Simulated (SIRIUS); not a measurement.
Crystal: HgTe (Coloradoite).

```
CELL_PARAMETERS angstrom
0.00000 3.21450 3.21450
3.21450 0.00000 3.21450
3.21450 3.21450 0.00000
ATOMIC_POSITIONS crystal
Hg 0.00000 0.00000 0.00000
Te 0.75000 0.75000 0.75000
```

Base run:

| Quantity | Value |
| --- | --- |
| Program | SIRIUS 7.12.0 |
| Functional | LDA |
| Potentials or basis | PseudoDojo 0.4.1 PBE standard (scalar relativistic) |
| Cutoff | 1102 eV |
| Density cutoff | 4408 eV |
| k mesh | 6 × 6 × 6 |
| Occupations | fermi-dirac, width 0.05 eV |
| Spin | no spin polarisation |

Its results: band gap on the k mesh 0.00 eV; pressure 0.4 GPa.

After a change of settings the same cell gave: band gap on the k mesh 0.00 eV; pressure 4.5 GPa. Which change was it?
A. functional from LDA to APBE; libxc names from ["XC_LDA_X", "XC_LDA_C_PW"] to ["XC_GGA_X_APBE", "XC_GGA_C_APBE"]
B. functional from LDA to BLYP; libxc names from ["XC_LDA_X", "XC_LDA_C_PW"] to ["XC_GGA_X_B88", "XC_GGA_C_LYP"]
C. functional from LDA to PW91; libxc names from ["XC_LDA_X", "XC_LDA_C_PW"] to ["XC_GGA_X_PW91", "XC_GGA_C_PW91"]
D. functional from LDA to revPBE; libxc names from ["XC_LDA_X", "XC_LDA_C_PW"] to ["XC_GGA_X_PBE_R", "XC_GGA_C_PBE"]

C.

Caveats: the potentials were made for another functional, which shifts forces and pressure; spin-orbit coupling is left out, which moves the levels of the heavy elements.
